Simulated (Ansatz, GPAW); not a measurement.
# bithiophene-5,5'-dithiol between two Al chains: relaxation, then transmission at several levels, part 2 of 4

How well does bithiophene-5,5'-dithiol between two Al chains conduct once its atoms have relaxed, and how much do cheaper levels lose?

GPAW 26.7.0 and Ansatz 0.2.0; Ansatz plane waves; relaxation of the junction with the lead ends held; PAW set soft_1 (the session's first sound run).

So far. Step 2 (Relaxing the atoms): The relaxation lowered the energy of the cell by 1.78 eV.

## Step 3: Plane-wave reference (PBE)

Plane waves give the reference curve, free of the bias of atom-centred orbitals.

This step: Ansatz plane waves; Landauer transmission by layers, zero bias; PAW set soft_1 (Ansatz 0.2.0).

input.yaml

```yaml
crystal:
  lattice:
    - [15.7309042222, 0.0, 0.0]
    - [0.0, 9.0, 0.0]
    - [0.0, 0.0, 42.5591533707]
  atoms:
    - { symbol: Al, position: [0.5, 0.5, 0.0281960496] }
    - { symbol: Al, position: [0.5, 0.5, 0.0845881488] }
    - { symbol: Al, position: [0.5, 0.5, 0.1409802481] }
    - { symbol: Al, position: [0.5, 0.5, 0.1973723473] }
    - { symbol: Al, position: [0.5, 0.5, 0.2537644465] }
    - { symbol: Al, position: [0.5117409283, 0.6771140841, 0.3006959959] }
    - { symbol: Al, position: [0.5024136535, 0.5773717549, 0.3585342916] }
    - { symbol: S, position: [0.5050106639, 0.7443546823, 0.3978344425] }
    - { symbol: C, position: [0.4846858854, 0.6319952572, 0.4308379593] }
    - { symbol: H, position: [0.3643147741, 0.5236118183, 0.4207027397] }
    - { symbol: C, position: [0.4164211454, 0.5398123225, 0.4371793204] }
    - { symbol: S, position: [0.5541416183, 0.6365379905, 0.4626089376] }
    - { symbol: C, position: [0.4202861722, 0.4743395468, 0.467334086] }
    - { symbol: C, position: [0.4910965527, 0.5158817046, 0.4846618395] }
    - { symbol: H, position: [0.371791372, 0.3994762641, 0.4764539091] }
    - { symbol: H, position: [0.6327339201, 0.5939434787, 0.5248125511] }
    - { symbol: C, position: [0.5148640036, 0.4737104635, 0.5161814256] }
    - { symbol: C, position: [0.5849130207, 0.5171942306, 0.5337259699] }
    - { symbol: S, position: [0.4526913797, 0.3505561438, 0.5379655387] }
    - { symbol: C, position: [0.5888944275, 0.4513623202, 0.5638430643] }
    - { symbol: H, position: [0.6405088413, 0.4689221949, 0.5804742994] }
    - { symbol: C, position: [0.5213430759, 0.3571676173, 0.5699493865] }
    - { symbol: S, position: [0.5012884759, 0.2443287579, 0.602911724] }
    - { symbol: Al, position: [0.5015430478, 0.413200831, 0.6418392347] }
    - { symbol: Al, position: [0.49219472, 0.3185595653, 0.700066842] }
    - { symbol: Al, position: [0.5, 0.5, 0.7462355535] }
    - { symbol: Al, position: [0.5, 0.5, 0.8026276527] }
    - { symbol: Al, position: [0.5, 0.5, 0.8590197519] }
    - { symbol: Al, position: [0.5, 0.5, 0.9154118512] }
    - { symbol: Al, position: [0.5, 0.5, 0.9718039504] }
kpoints:
  mp_grid: { grid: [1, 1, 2] }
hamiltonian:
  xc: pbe
  pseudopotentials: { kind: paw, azcp: { folder: soft_1 } }
scf:
  occupations: { method: fermi_dirac, width: 0.1 }
output:
  transmission:
    leads: [[0, 1]]
    e_range: [-2, 2]
    de: 0.025
    kmesh: [1, 1]
    reduced_basis: true
  write_potential: true
  write_density: true
  volumetric_format: npy
```

Command:

```bash
$ ansatz run input.yaml --threads 4 --pin off --max-ram 8192MiB --backend cpu --events-out ev --progress --plain --runs-dir out
```

Numbers of over 12 decimals in the logs are rounded to 6 here.

The log of the run:

```text
[...]
Crystal: 30 atoms, lattice volume = 6025.446 Å³
Basis set: ecut = 420 eV, 117753 PW (Γ)
Bands: 81, of which v1, the nominal top of the filled ones, is band 51 counted from 1 (50 counted from 0)
Symmetry: 1 space group operations
[...]
k-points: 2
[...]
SCF iter   1: F=—  HF=-13190.783377 eV  |F-HF|=—  |Δ(HF+E_count)|=         —  Δρ=2.19e-2  dr2=6.57e1  ethr=3.10e-3  ⟨swp⟩=11.5  Hψ=1054  notcnv=0
[...]
SCF iter  16: F=-13177.984196 eV  HF=-13177.984196 eV  |F-HF|=3.64e-8  |Δ(HF+E_count)|=   6.52e-8  Δρ=3.95e-7  dr2=1.68e-8  ethr=9.80e-11  ⟨swp⟩=26.0  Hψ=936  notcnv=0
SCF 1 converged in 16 iterations: F = -13177.984196 eV  dr2 = 1.68e-8
[...]
transmission: 6 of 53 steps passed
transmission: 11 of 53 steps passed
[...]
transmission: 53 of 53 steps passed
WARN: The output density's exchange-correlation potential varies sharply where the density is thin. Do not read a vacuum level from v_tot or v_xc, or from such a field of the output density. On a cell that repeats whose density bears no net charge and no dipole along the vacuum's axis use v_es (v_loc + v_h of the components); under efield.dipole_correction with no amplitude use v_es + v_field, which holds any externa [...]
SCF converged after 16 iterations
Free energy (F): -13177.984196 eV
[...]
Internal energy: -13177.359200 eV  (E = F + TS)
E sigma→0 (E₀):  -13177.671698 eV
Entropy (-TS):   -0.624996 eV (-20.833 meV/atom)
Fermi energy:    -3.413061 eV
[...]
--- Band table (eV) ---
  k-point 0: bands = [... 47 lower, -3.7408, -3.6452, -3.5814, -3.4834, -3.3737, -3.2581, -3.1185, -2.9880, ... 26 higher]
  k-point 1: bands = [... 47 lower, -3.7406, -3.6476, -3.5816, -3.4786, -3.3738, -3.2651, -3.1187, -2.9784, ... 26 higher]
--- Transmission ---
  basis      : 1243 plane waves across, 53 finite elements along
  points     : 1, standing for a mesh of 1 x 1
  unconverged: the k-mesh may be too coarse, since an axis without vacuum has one point: set a kmesh with more there, and mesh_tolerance
  filling    : by the input's occupations and mesh, since the crystals that have channels conduct as metals do. If one of these is a semiconductor, that mesh has misplaced its level
  energies   : 161 from -2.000000 to 2.000000 eV about the Fermi level, 0.025000 eV apart; the leads are filled to 0.000000 eV, and channels, transmission and decay are at 0.000000 eV
  crystal 0  : Al1, at the sites [0, 1], period 2.4000 Å, over 24.00 Å; its Hamiltonian steps by up to 2.8 meV
    offset         : up to 0.0000 Å between an atom of the period and one for which it stands
    filled         : 10.8 meV over the level at which it is neutral
    channels       : 2.000000e0 a spin
    conductance    : 1.0945e14 S/m² at 300 K; may be off by some 0.0 % by where its bands' edges are placed, 0.0 % from the distance to neutral
  junction   : crystal 0 to crystal 0, 0.70 to 40.86 Å
    transmission   : 1.827999e-3 a spin
    conductance    : 9.9004e10 S/m² at 300 K (9.9010e10 on every other energy)
    error estimate : 0.0 % from the energy spacing and 0.0 % from band edges of the leads and from resonances (wavevectors taken as independent; lower de), 0.3 % from the steps of its leads' Hamiltonians or their offsets (lay more layers), 0.6 % from the distance to neutral
    resistance     : 1.0091e1 Ω µm² beyond half of each lead's own
```

Run time: 4.1 h. Hardware: 4 threads of Arm Neoverse V1, shared host; peak memory 6.7 GiB; 15 h of CPU time.

Numbers from this step:

```
free energy                                             : -13177.9842 eV
lead level                                              : 0 eV from the Fermi level
transmission at the Fermi level (one spin)              : 0.001828
open channels of the lead at the Fermi level (one spin) : 2
step of the potential along the lead                    : 2.8 meV
offset of the lead                                      : 0 Å
filling of the lead less its bulk value, in size        : 10.8 meV
conductance                                             : 0.001809 G₀
```

One spin. The transmission, zone mean by energy, zero at the Fermi level:

```csv
energy (eV),"transmission, zone mean"
-2.000,0.987
-1.800,0.595
-1.625,0.754
-1.600,0.742
-1.400,0.0986
-1.200,0
-1.000,0
-0.800,0
-0.600,0
-0.400,0
-0.200,0.00108
0.000,0.00183
0.200,0.00195
0.400,0.00264
0.600,0.00391
0.800,0.00551
1.000,0.00815
1.200,0.0126
1.400,0.0254
1.600,0.123
1.750,1.00
1.800,0.612
2.000,0.0829
```

One spin. Table of open channels, zone mean by energy, zero at the Fermi level:

```csv
energy (eV),"open channels, zone mean"
-2.000,1
-1.900,1
-1.800,1
-1.700,1
-1.600,1
-1.500,1
-1.400,1
-1.300,1
-1.200,0
-1.100,0
-1.000,0
-0.900,0
-0.800,0
-0.700,0
-0.600,0
-0.500,0
-0.400,0
-0.300,2
-0.200,2
-0.100,2
0.000,2
0.100,2
0.200,2
0.300,2
0.400,2
0.500,2
0.600,2
0.700,2
0.800,2
0.900,2
1.000,3
1.100,3
1.200,3
1.300,3
1.400,3
1.500,3
1.600,3
1.700,3
1.800,3
1.900,3
2.000,3
```

Crystal 0, spin -, k parallel (0, 0); distinct values, listed up to 1.5 1/Å. Im kz of the slowest decaying states against energy, zero at the Fermi level:

```csv
energy (eV),decay 1 (Å⁻¹),decay 2 (Å⁻¹),decay 3 (Å⁻¹),decay 4 (Å⁻¹)
-2.000,0.671,0.673,1.17,1.26
-1.800,0.628,0.630,1.15,1.24
-1.600,0.581,0.584,1.12,1.22
-1.400,0.531,0.533,1.10,1.20
-1.200,0.0338,0.475,0.478,1.08
-1.000,0.0781,0.412,0.415,1.05
-0.800,0.0993,0.337,0.340,1.03
-0.600,0.112,0.239,0.244,1.00
-0.400,0.0285,0.0559,0.119,0.974
-0.200,0.121,0.946,1.06,1.08
0.000,0.119,0.918,1.03,1.06
0.200,0.113,0.889,1.01,1.03
0.400,0.102,0.859,0.983,1.01
0.600,0.0842,0.828,0.956,0.981
0.800,0.0544,0.796,0.928,0.954
1.000,0.762,0.899,0.926,0.970
1.200,0.726,0.869,0.897,0.943
1.400,0.689,0.839,0.867,0.914
1.600,0.649,0.807,0.836,0.885
1.800,0.607,0.773,0.803,0.855
2.000,0.562,0.739,0.769,0.824
```

Crystal 0, spin -, k parallel (0, 0). Re kz of states that move upwards against energy, zero at the Fermi level:

```csv
energy (eV),channel 1 (Å⁻¹),channel 2 (Å⁻¹),channel 3 (Å⁻¹)
-2.000,1.13,-,-
-1.900,1.15,-,-
-1.800,1.16,-,-
-1.700,1.18,-,-
-1.600,1.20,-,-
-1.500,1.22,-,-
-1.400,1.24,-,-
-1.300,1.27,-,-
-1.200,-,-,-
-1.100,-,-,-
-1.000,-,-,-
-0.900,-,-,-
-0.800,-,-,-
-0.700,-,-,-
-0.600,-,-,-
-0.500,-,-,-
-0.400,-,-,-
-0.300,0.158,0.165,-
-0.200,0.231,0.235,-
-0.100,0.285,0.289,-
0.000,0.331,0.334,-
0.100,0.371,0.374,-
0.200,0.407,0.410,-
0.300,0.440,0.443,-
0.400,0.471,0.473,-
0.500,0.500,0.502,-
0.600,0.528,0.530,-
0.700,0.554,0.555,-
0.800,0.579,0.580,-
0.900,0.602,0.604,-
1.000,-1.26,0.625,0.627
1.100,-1.24,0.647,0.649
1.200,-1.22,0.669,0.670
1.300,-1.20,0.690,0.691
1.400,-1.19,0.710,0.711
1.500,-1.17,0.729,0.731
1.600,-1.16,0.748,0.750
1.700,-1.15,0.767,0.768
1.800,-1.14,0.785,0.786
1.900,-1.12,0.803,0.804
2.000,-1.11,0.820,0.821
```

The electrostatic potential energy of an electron (with the applied field's), less the Fermi level, planar mean oscillates, so the rows of the table below give means over windows of 2.22 Å about each position, cut where the curve ends. Its first 14 maxima inside the range that stand out by 2 % of the span (Å: eV): 2.4: 4.01, 4.7: 4.00, 7.2: 3.99, 9.6: 3.96, 11.8: 3.70, 14.0: 3.91, 16.1: 3.65, 17.6: 3.64, 19.1: 3.39, 21.3: 3.91, 23.5: 3.40, 25.0: 3.64, 26.5: 3.64, 28.5: 3.92. Its first 14 minima: 1.5: 3.63, 3.8: 3.63, 5.8: 3.62, 8.7: 3.61, 11.2: 3.52, 12.4: 3.52, 15.7: 3.53, 16.8: 3.39, 18.5: 3.08, 19.9: 2.76, 22.6: 2.75, 24.1: 3.08, 25.7: 3.38, 26.9: 3.53.

Electrostatic potential energy of an electron (with the applied field's), less the Fermi level, planar mean against z; means over each step:

```csv
z (Å),"electrostatic potential energy of an electron (with the applied field's), less the Fermi level, planar mean (eV)"
1.11,3.76
3.33,3.76
5.55,3.76
7.77,3.76
9.99,3.72
12.21,3.58
14.43,3.70
16.65,3.52
18.87,3.19
21.09,3.42
23.31,3.08
25.53,3.49
27.75,3.67
29.97,3.60
32.19,3.69
34.41,3.74
36.63,3.75
38.85,3.75
41.07,3.76
```

The valence density, planar mean oscillates, so the rows of the table below give means over windows of 1 Å about each position, cut where the curve ends. Its maxima inside the range that stand out by 2 % of the span (Å: e/Å³): 2.4: 0.0101, 4.7: 0.0101, 7.1: 0.0101, 9.3: 0.0101, 11.8: 0.0122, 18.5: 0.0514, 20.1: 0.0656, 22.5: 0.0661, 24.1: 0.0512, 30.7: 0.0124, 33.2: 0.0101, 35.5: 0.0101, 37.8: 0.0101, 40.2: 0.0101. Its first 14 minima: 1.2: 0.00720, 3.5: 0.00721, 5.9: 0.00725, 8.4: 0.00734, 10.6: 0.00782, 15.1: 0.00804, 19.1: 0.0468, 21.3: 0.0221, 23.5: 0.0465, 27.5: 0.00803, 31.9: 0.00788, 34.1: 0.00734, 36.6: 0.00725, 39.0: 0.00721.

Valence density, planar mean against z; means over each step:

```csv
z (Å),"valence density, planar mean (e/Å³)"
0,0.00989
1,0.00788
2,0.00940
3,0.00883
4,0.00835
5,0.00971
6,0.00772
7,0.00980
8,0.00828
9,0.00907
10,0.00923
11,0.00916
12,0.0114
13,0.00863
14,0.00899
15,0.00851
16,0.0170
17,0.0290
18,0.0417
19,0.0484
20,0.0587
21,0.0301
22,0.0451
23,0.0539
24,0.0488
25,0.0340
26,0.0264
27,0.0111
28,0.00872
29,0.00872
30,0.00959
31,0.0114
32,0.00841
33,0.00985
34,0.00799
35,0.00938
36,0.00886
37,0.00837
38,0.00970
39,0.00771
40,0.00979
41,0.00822
42,0.00887
```

T at the Fermi level is 0.00183 of 2 open channels a spin.

## Step 4: GPAW, dzp

The script solves lead and junction separately, takes H and S in the orbital basis, and joins semi-infinite leads through their self-energies; the dzp basis is the working standard.

This step: GPAW LCAO, PAW setups; Landauer transmission from Green's functions with principal layers (ASE), zero bias (GPAW 26.7.0).

run.py

```python
import json
import numpy as np
from ase import Atoms
from ase.transport.calculators import TransportCalculator
from gpaw import GPAW, FermiDirac
from gpaw.lcao.tools import get_lcao_hamiltonian
from scipy.linalg import eigh

# The junction with lead layers at both ends, along the third cell vector
device = Atoms(
    ['Al', 'Al', 'Al', 'Al', 'Al', 'Al', 'Al', 'S', 'C', 'H', 'C', 'S', 'C', 'C', 'H', 'H', 'C', 'C', 'S', 'C', 'H', 'C', 'S', 'Al', 'Al', 'Al', 'Al', 'Al', 'Al', 'Al'],
    positions=[
        [7.86545, 4.50000, 1.20000],
        [7.86545, 4.50000, 3.60000],
        [7.86545, 4.50000, 6.00000],
        [7.86545, 4.50000, 8.40000],
        [7.86545, 4.50000, 10.80000],
        [8.05015, 6.09403, 12.79737],
        [7.90342, 5.19635, 15.25892],
        [7.94427, 6.69919, 16.93150],
        [7.62455, 5.68796, 18.33610],
        [5.73100, 4.71251, 17.90475],
        [6.55068, 4.85831, 18.60598],
        [8.71715, 5.72884, 19.68824],
        [6.61148, 4.26906, 19.88934],
        [7.72539, 4.64294, 20.62680],
        [5.84861, 3.59529, 20.27747],
        [9.95348, 5.34549, 22.33558],
        [8.09928, 4.26339, 21.96824],
        [9.20121, 4.65475, 22.71493],
        [7.12124, 3.15501, 22.89536],
        [9.26384, 4.06226, 23.99668],
        [10.07578, 4.22030, 24.70449],
        [8.20120, 3.21451, 24.25656],
        [7.88572, 2.19896, 25.65941],
        [7.88973, 3.71881, 27.31613],
        [7.74267, 2.86704, 29.79425],
        [7.86545, 4.50000, 31.75915],
        [7.86545, 4.50000, 34.15915],
        [7.86545, 4.50000, 36.55915],
        [7.86545, 4.50000, 38.95915],
        [7.86545, 4.50000, 41.35915]],
    cell=[[15.7309, 0.0, 0.0], [0.0, 9.0, 0.0], [0.0, 0.0, 42.55915]],
    pbc=True)

# One principal layer of the lead: the first 4 atoms of the device
lead = Atoms(
    ['Al', 'Al', 'Al', 'Al'],
    positions=[
        [7.86545, 4.50000, 1.20000],
        [7.86545, 4.50000, 3.60000],
        [7.86545, 4.50000, 6.00000],
        [7.86545, 4.50000, 8.40000]],
    cell=[[15.7309, 0.0, 0.0], [0.0, 9.0, 0.0], [0.0, 0.0, 9.6]],
    pbc=True)

settings = dict(mode='lcao', basis='dzp', xc='PBE', h=0.2,
                occupations=FermiDirac(0.1), maxiter=250,
                mixer=dict(beta=0.1, nmaxold=8, weight=100.0),
                convergence=dict(density=0.0001))
energies = np.arange(-2, 2 + 1e-9, 0.025)
eta = 0.0001
n1, n2 = 1, 1
# k and -k transmit alike, so half of the mesh across the current serves
mesh = [(i, j) for i in range(n1) for j in range(n2) if (i, j) <= (-i % n1, -j % n2)]
weights = np.array([1 if (i, j) == (-i % n1, -j % n2) else 2 for i, j in mesh]) / (n1 * n2)

# [... helper functions left out ...]
fermi_lead = ground_state(lead, (1, 1, 12), 'lead.txt')
fermi_device = ground_state(device, (1, 1, 2), 'device.txt')
# [... loop over the mesh left out, but for ...]
        # Shift the lead onto the potential of the device's first layer
        shift = ((H[:, 0, 0] - H0[:, 0, 0]) / S0[0, 0]).real.mean()
# [...]
kT = 8.617333e-5 * 300
bias = [0.1, 0.2, 0.5, 1.0, 1.5, 2.0]
# [... integrals and printing left out ...]
```

Command:

```bash
$ OMP_NUM_THREADS=1 OPENBLAS_NUM_THREADS=1 python run.py
```

The log of the run:

```text
basis functions: device 358, principal layer 52
Fermi level: lead -3.5768 eV, device -3.3487 eV; lead shifted by 0.0207 eV
largest coupling past the next layer 1.20e-15 eV, largest misfit of the first layer 0.068 eV
  E-E_F (eV)   T (one spin)  channels
    -2.000    7.1755e-01    1.0000
    -1.975    9.5512e-01    1.0000
    -1.950    9.8384e-01    1.0000
    -1.925    8.9608e-01    1.0000
    -1.900    8.0294e-01    1.0000
    -1.875    7.3770e-01    1.0000
    -1.850    7.0086e-01    1.0000
    -1.825    6.8660e-01    1.0000
    -1.800    6.8943e-01    1.0000
    -1.775    7.0483e-01    1.0000
    -1.750    7.2878e-01    1.0000
    -1.725    7.5732e-01    1.0000
    -1.700    7.8632e-01    1.0000
    -1.675    8.1164e-01    1.0000
    -1.650    8.2933e-01    1.0000
    -1.625    8.3551e-01    1.0000
[...]
1.825    4.7106e-01    3.0000
     1.850    6.7813e-01    3.0000
     1.875    9.0038e-01    3.0000
     1.900    9.9626e-01    3.0000
     1.925    8.8832e-01    3.0000
     1.950    6.9063e-01    3.0000
     1.975    5.1492e-01    3.0000
     2.000    3.8753e-01    3.0000
conductance at 300 K: 0.0023884 G0 a cell; thermopower -0.3756 uV/K
current from the zero-bias T(E) at 0.1 V: 0.018395 uA
current from the zero-bias T(E) at 0.2 V: 0.036146 uA
current from the zero-bias T(E) at 0.5 V: 0.081524 uA
current from the zero-bias T(E) at 1.0 V: 0.14262 uA
current from the zero-bias T(E) at 1.5 V: 0.2237 uA
current from the zero-bias T(E) at 2.0 V: 0.33811 uA
```

Wall time 2.7 min (1 thread); peak memory 2.1 GiB.

Numbers from this step:

```
conductance                                    : 0.002388 G₀
largest coupling past the next principal layer : 1.20e-15 eV
largest misfit of the first principal layer    : 0.06777 eV
shift that aligns the lead                     : 0.02071 eV
basis functions of the junction                : 358
basis functions of a principal layer           : 52
transmission at the Fermi level (one spin)     : 0.002428
```

One spin. Table of transmission, zone mean by energy, zero at the Fermi level:

```csv
energy (eV),"transmission, zone mean"
-2.000,0.718
-1.950,0.984
-1.800,0.689
-1.625,0.836
-1.600,0.826
-1.400,0.0951
-1.200,2.5e-10
-1.000,7.7e-12
-0.800,7.6e-12
-0.600,0
-0.400,2.6e-11
-0.200,0.00141
0.000,0.00243
0.200,0.00226
0.400,0.00290
0.600,0.00404
0.800,0.00523
1.000,0.00720
1.200,0.0101
1.400,0.0167
1.600,0.0427
1.800,0.325
1.900,0.996
2.000,0.388
```

Crossings of the lead's bands, unfolded to its shortest repeat. Table of open channels, zone mean by energy, zero at the Fermi level:

```csv
energy (eV),"open channels, zone mean"
-2.000,1
-1.800,1
-1.600,1
-1.400,1
-1.200,0
-1.000,0
-0.800,0
-0.600,0
-0.400,0
-0.200,2
0.000,2
0.200,2
0.400,2
0.600,2
0.800,2
1.000,3
1.200,3
1.400,3
1.600,3
1.800,3
2.000,3
```

Not self-consistent under bias; the bias window is split evenly. Current through one cell, from the zero-bias transmission against bias:

```csv
bias (V),"current through one cell, from the zero-bias transmission (nA)"
0.100,18.4
0.200,36.1
0.500,81.5
1.000,143
1.500,224
2.000,338
```

The transmission of the three most open eigenchannels by energy, zero at the Fermi level:

```csv
energy (eV),channel 1,channel 2,channel 3
-2.000,0.718,0,0
-1.900,0.803,0,0
-1.800,0.689,0,0
-1.700,0.786,0,0
-1.600,0.826,0,0
-1.500,0.516,0,0
-1.400,0.0951,0,0
-1.300,0.00465,0,0
-1.200,2.5e-10,0,0
-1.100,2.6e-11,0,0
-1.000,7.7e-12,0,0
-0.900,4.8e-12,0,0
-0.800,7.6e-12,0,0
-0.700,8.5e-10,0,0
-0.600,0,0,0
-0.500,0,0,0
-0.400,2.6e-11,0,0
-0.300,6.7e-4,2.3e-7,0
-0.200,0.00141,7.0e-7,0
-0.100,0.00222,1.4e-6,0
0.000,0.00243,1.6e-6,0
0.100,0.00228,6.7e-7,0
0.200,0.00226,2.0e-8,0
0.300,0.00248,2.1e-6,0
0.400,0.00290,8.6e-6,0
0.500,0.00343,2.0e-5,0
0.600,0.00400,3.7e-5,0
0.700,0.00456,5.6e-5,0
0.800,0.00515,7.6e-5,0
0.900,0.00588,9.6e-5,0
1.000,0.00706,1.4e-4,1.1e-7
1.100,0.00828,1.5e-4,3.9e-7
1.200,0.00996,1.6e-4,8.8e-7
1.300,0.0125,1.7e-4,1.7e-6
1.400,0.0165,1.9e-4,2.6e-6
1.500,0.0243,2.2e-4,3.0e-6
1.600,0.0424,2.8e-4,2.5e-6
1.700,0.0959,3.6e-4,1.8e-6
1.800,0.324,4.7e-4,1.1e-6
1.900,0.996,6.0e-4,7.2e-7
2.000,0.387,7.7e-4,4.8e-7
```

At the Fermi level T is 0.00243 against 0.00183 in plane waves. Couplings past the next layer reach 1.2e-15 eV, small enough to drop; the matrix elements of the cell's first layer differ from the bulk lead's by up to 0.068 eV. That layer keeps its own values in the calculation, and only beyond it is the lead taken as perfect. The Fermi levels of lead and junction count from different zeros of potential, one for each periodic cell; with both set to zero, the small remaining shift is what aligns them. By hand: G = 0.002388 × 77.48 μS = 0.185 μS, a resistance of 5404 kΩ; at 0.1 V a linear junction would pass 0.0185 μA, and the integral over the bias window gives 0.0184 μA.

(Part 2 of 4 ends here.)

[Logs are printed without paths, hosts, clocks, repeated set-up lines and the standing remarks that a program may print on its own settings, such as how far it seeks lower states.]

[Hosts, paths, dates, database ids (printed as entryN), source tags and the programs' standing remarks are cut or masked in the printed files.]
